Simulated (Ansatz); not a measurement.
Te2Mo:

```
Te Mo
1.0
     6.34645    0.00000    0.00000
     0.00000    3.49422    0.00000
    -0.54903    0.00000   14.85616
Te Mo
8 4
Cartesian
  0.1800 1.7471 5.9631
  5.6131 0.0000 8.8977
  3.4010 0.0000 5.3789
  2.3947 1.7471 9.4823
  0.5021 0.0000 2.0490
  5.2987 1.7471 12.8023
  3.6338 1.7471 1.4641
  2.1666 0.0000 13.3877
  1.7506 0.0000 7.5295
  4.0433 1.7471 7.3318
  1.1482 1.7471 0.0970
  4.6525 0.0000 14.7535
```

The cell is a database's computed one.

| Property | Result |
| --- | --- |
| Program | Ansatz 0.2.0 |
| Task | relaxation of cell and atoms |
| Functional | PBE |
| Dispersion | D4 |
| Potentials or basis | Ansatz PAW |
| Cutoff | 420 eV (not typed: the program's choice for these potentials) |
| k mesh | 4 × 8 × 2 |
| Occupations | fermi-dirac, width 0.05 eV |
| Spin | no spin polarisation |

At the start: volume 27.45 Å³/atom.

How do energy, volume and symmetry change on relaxing?

It ends after 8 steps and the volume is 24.41 Å³/atom (-11.1 %); space group P2_1/m (No. 11, to 0.05 Å).

Step by step:
| step | energy change (eV) | largest force (eV/Å) | volume (Å³) |
| --- | --- | --- | --- |
| 1 | 0.0000 | 0.1820 | 329.45 |
| 2 | -0.1845 | 0.0786 | 314.68 |
| 3 | -0.2647 | 0.0983 | 307.51 |
| 4 | -0.3457 | 0.1238 | 297.15 |
| 5 | -0.3626 | 0.0745 | 294.67 |
| 6 | -0.3677 | 0.0161 | 292.84 |
| 7 | -0.3679 | 0.0038 | 292.91 |
| 8 | -0.3623 | 0.0042 | 292.91 |

Final structure:
```
Te Mo
1.0
     6.33998    0.00000   -0.05428
     0.00000    3.47672    0.00000
    -0.67553    0.00000   13.29410
Te Mo
8 4
Direct
  0.05685 0.50000 0.39336
  0.94301 0.00000 0.60661
  0.56092 0.00000 0.34553
  0.43896 0.50000 0.65445
  0.09364 0.00000 0.15492
  0.90649 0.50000 0.84511
  0.58564 0.50000 0.10625
  0.41450 0.00000 0.89377
  0.31971 0.00000 0.50638
  0.68015 0.50000 0.49359
  0.18221 0.50000 0.00765
  0.81792 0.00000 0.99238
```

Caveat: the plane-wave basis is chosen anew once the cell has moved, so the energies of steps on either side of that aren't comparable.
